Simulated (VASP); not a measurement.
Crystal: C.

```
C
1.0
     2.52210    0.00000    0.00000
    -1.26105    2.18420    0.00000
     0.00000    0.00000   12.35570
C
12
Direct
  0.66667 0.33333 0.35417
  0.33333 0.66667 0.85417
  0.66667 0.33333 0.14583
  0.33333 0.66667 0.64583
  0.66667 0.33333 0.47917
  0.33333 0.66667 0.97917
  0.66667 0.33333 0.02083
  0.33333 0.66667 0.52083
  0.00000 0.00000 0.81250
  0.00000 0.00000 0.31250
  0.00000 0.00000 0.68750
  0.00000 0.00000 0.18750
```

This is a hexagonal form of diamond, not graphite.

Base run:

```yaml
Program: VASP 6.6.1
Functional: rSCAN
Potentials_or_basis: VASP PAW PBE potentials, release 64 (C)
Cutoff: 520 eV
k_mesh: 12 × 12 × 3
Occupations: fermi-dirac, width 0.05 eV
Spin: no spin polarisation
```

Its results: band gap on the k mesh 4.60 eV, indirect (least direct gap 5.53 eV); pressure -3.1 GPa; largest force 0.343 eV/Å.

Problem. After a change of settings the same cell gave: band gap on the k mesh 4.78 eV, indirect (least direct gap 5.82 eV); pressure -3.9 GPa; largest force 0.342 eV/Å. Which change was it?
A. functional from rSCAN to r2SCAN
B. functional from rSCAN to TPSS; further incar settings from ALGO = Normal; EDIFF = 1e-07; NBANDS = 36 to ALGO = Normal; EDIFF = 1e-06; NBANDS = 36
C. functional from rSCAN to SCAN; further incar settings from ALGO = Normal; EDIFF = 1e-07; NBANDS = 36 to ALGO = Normal; EDIFF = 1e-07

Solution. C.

Caveats: the PAW data sets were made with another functional, which shifts forces and pressure a little.

Runs at the PBE level aren't shown here.
